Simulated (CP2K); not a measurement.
Runs of CP2K 2026.2 on Li. Symmetry: Fm-3m, No. 225, cubic system. The conventional cell has a = 4.404 Å, b = 4.404 Å, c = 4.404 Å, α = 90.00°, β = 90.00°, γ = 90.00°. Li (site symmetry m-3m) is surrounded by 12 Li at 3.11 Å. This isn't the form of Li at room conditions, which is bcc.

```tsv
level	cutoff of the non-local correlation (Ry)	gap on the mesh (eV)	pressure (GPa)
MS2	-	none	-0.8
OLYP	-	none	-0.3
LDA	-	none	-1.4
vdW-DF2	300	none	(a)
PBEsol	-	none	-0.7
optB88-vdW	300	none	-0.7
```

Alike in all rows: task single point; potentials or basis POTENTIAL_UZH Li GTH-PBE-q3; TZVP-MOLOPT-PBE-GTH basis; no spin polarisation; cell as given; k mesh 10 × 10 × 10; smearing fermi-dirac 0.05 eV.

**Question.** Estimate the missing entries.

**Answer.** (a) -1.0.

Caveats: the potentials were made for another functional, which shifts forces and pressure; the basis of atomic orbitals isn't converged, which shifts pressures, moduli and gaps.

A gap of «none» marks a metal or a gap under the smearing width.

Runs at the PBE level aren't shown here.
